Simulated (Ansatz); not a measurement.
## Property card for Zr3Si2

Theory: Ansatz, DFT PBEsol, scalar-relativistic, plane waves, PAW.

Cutoff 420 eV; k points 6×6×10 on the computed 10-atom cell (Γ-centred); Gaussian smearing, width 0.10 eV; no spin polarisation.

The structure is relaxed at this level of theory with its symmetry kept. Whether it is the stable form of this composition wasn't checked.

```
Zr Si
1.0
     7.06558    0.00000    0.00000
     0.00000    7.06558    0.00000
     0.00000    0.00000    3.64449
Zr Si
6 4
Direct
  0.17448 0.67448 0.50000
  0.82552 0.32552 0.50000
  0.32552 0.17448 0.50000
  0.67448 0.82552 0.50000
  0.00000 0.00000 0.00000
  0.50000 0.50000 0.00000
  0.62239 0.12239 0.00000
  0.37761 0.87761 0.00000
  0.87761 0.62239 0.00000
  0.12239 0.37761 0.00000
```

```
Space group                                                       : P4/mbm (No. 127)
Volume per atom                                                   : 18.19 Å³
Formation energy from the elements' standard states (uncorrected) : -0.963 eV/atom
Kohn–Sham band gap                                                : none (metal)
Density of states at the Fermi level                              : 8.15 states/eV per cell
Löwdin character within 0.5 eV of the Fermi level                 : Zr 4d 81 %, Si 3p 8 %, unprojected 5 %
Bulk modulus                                                      : 141 GPa
Its pressure derivative                                           : 4.0
Bader charges (e)                                                 : Zr (4 in the cell) 1.03, Zr (2 in the cell) 0.77, Si (4 in the cell) -1.42
```